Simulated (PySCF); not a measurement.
Compound: C7H10.
Numbering: `[CH:1]1=[CH:2][C@H:3]2[CH2:4][CH2:5][C@@H:6]1[CH2:7]2` (hydrogens: H8 on C1; H9 on C2; H10 on C3; H11, H12 on C4; H13, H14 on C5; H15 on C6; H16, H17 on C7)

The same species was optimised twice, with GFN2-xTB and with PBE0-D3(BJ)/def2-SVP (PySCF), and the same property calculations (PySCF, gas phase) were run on both structures.

```json
{"coordinate": "C1=C2 (Å)", "GFN2-xTB": "1.326", "PBE0-D3(BJ)/def2-SVP": "1.341", "change": "+0.015"}
{"coordinate": "C5–C6 (Å)", "GFN2-xTB": "1.547", "PBE0-D3(BJ)/def2-SVP": "1.557", "change": "+0.010"}
{"coordinate": "C3–C4 (Å)", "GFN2-xTB": "1.547", "PBE0-D3(BJ)/def2-SVP": "1.556", "change": "+0.009"}
{"coordinate": "C4–C5 (Å)", "GFN2-xTB": "1.540", "PBE0-D3(BJ)/def2-SVP": "1.549", "change": "+0.009"}
{"coordinate": "C2–C3 (Å)", "GFN2-xTB": "1.507", "PBE0-D3(BJ)/def2-SVP": "1.514", "change": "+0.007"}
{"coordinate": "C1–C6 (Å)", "GFN2-xTB": "1.507", "PBE0-D3(BJ)/def2-SVP": "1.514", "change": "+0.007"}
{"coordinate": "C3–C7 (Å)", "GFN2-xTB": "1.532", "PBE0-D3(BJ)/def2-SVP": "1.536", "change": "+0.004"}
{"coordinate": "C6–C7 (Å)", "GFN2-xTB": "1.532", "PBE0-D3(BJ)/def2-SVP": "1.536", "change": "+0.004"}
{"coordinate": "C2–C3–C4 (°)", "GFN2-xTB": "105.5", "PBE0-D3(BJ)/def2-SVP": "106.0", "change": "+0.5"}
{"coordinate": "C1–C6–C5 (°)", "GFN2-xTB": "105.5", "PBE0-D3(BJ)/def2-SVP": "106.0", "change": "+0.5"}
{"coordinate": "C3–C7–C6 (°)", "GFN2-xTB": "93.4", "PBE0-D3(BJ)/def2-SVP": "93.7", "change": "+0.3"}
{"coordinate": "C4–C3–C7 (°)", "GFN2-xTB": "100.7", "PBE0-D3(BJ)/def2-SVP": "100.5", "change": "-0.2"}
{"coordinate": "C5–C6–C7 (°)", "GFN2-xTB": "100.7", "PBE0-D3(BJ)/def2-SVP": "100.5", "change": "-0.2"}
{"coordinate": "C1–C2–C3 (°)", "GFN2-xTB": "107.5", "PBE0-D3(BJ)/def2-SVP": "107.3", "change": "-0.2"}
{"coordinate": "C1–C6–C7 (°)", "GFN2-xTB": "100.4", "PBE0-D3(BJ)/def2-SVP": "100.3", "change": "-0.1"}
{"coordinate": "C2–C1–C6 (°)", "GFN2-xTB": "107.5", "PBE0-D3(BJ)/def2-SVP": "107.3", "change": "-0.2"}
```

Rotational constants: A = 3996, B = 3498, C = 3081 MHz (GFN2-xTB) against A = 3957, B = 3452, C = 3032 MHz (PBE0-D3(BJ)/def2-SVP). Point groups within 0.08 Å: Cs and Cs.

On the GFN2-xTB structure: HOMO (eV) -6.88 [PBE0/pcSseg-1]; LUMO (eV) 0.52 [PBE0/pcSseg-1]; dipole (D) 0.31 [PBE0/pcSseg-1]; GIAO shielding of C1/C2 (mean) (ppm) 42.5 [PBE0/pcSseg-1]; GIAO shielding of C3/C6 (mean) (ppm) 141.9 [PBE0/pcSseg-1]; GIAO shielding of C4/C5 (mean) (ppm) 159.7 [PBE0/pcSseg-1]; GIAO shielding of C7 (ppm) 134.2 [PBE0/pcSseg-1].

Problem. What do these properties become on the PBE0-D3(BJ)/def2-SVP structure?

Solution. 
| property | level | on GFN2-xTB | on PBE0-D3(BJ)/def2-SVP | change |
| --- | --- | --- | --- | --- |
| HOMO (eV) | PBE0/pcSseg-1 | -6.88 | -6.85 | +0.03 |
| LUMO (eV) | PBE0/pcSseg-1 | 0.52 | 0.43 | -0.09 |
| dipole (D) | PBE0/pcSseg-1 | 0.31 | 0.36 | +0.05 |
| energy, GFN2-xTB geometry as zero (kcal/mol) | PBE0/pcSseg-1 | 0.0 | -0.5 | -0.5 |
| GIAO shielding of C1/C2 (mean) (ppm) | PBE0/pcSseg-1 | 42.5 | 38.9 | -3.6 |
| GIAO shielding of C3/C6 (mean) (ppm) | PBE0/pcSseg-1 | 141.9 | 139.8 | -2.1 |
| GIAO shielding of C4/C5 (mean) (ppm) | PBE0/pcSseg-1 | 159.7 | 157.4 | -2.3 |
| GIAO shielding of C7 (ppm) | PBE0/pcSseg-1 | 134.2 | 132.6 | -1.6 |

The heavy atoms differ by 0.010 Å rms after alignment. Among bonds between heavy atoms C1=C2 changes most (+0.015 Å). Changes are differences of the printed values. Neither structure is proved a minimum here.
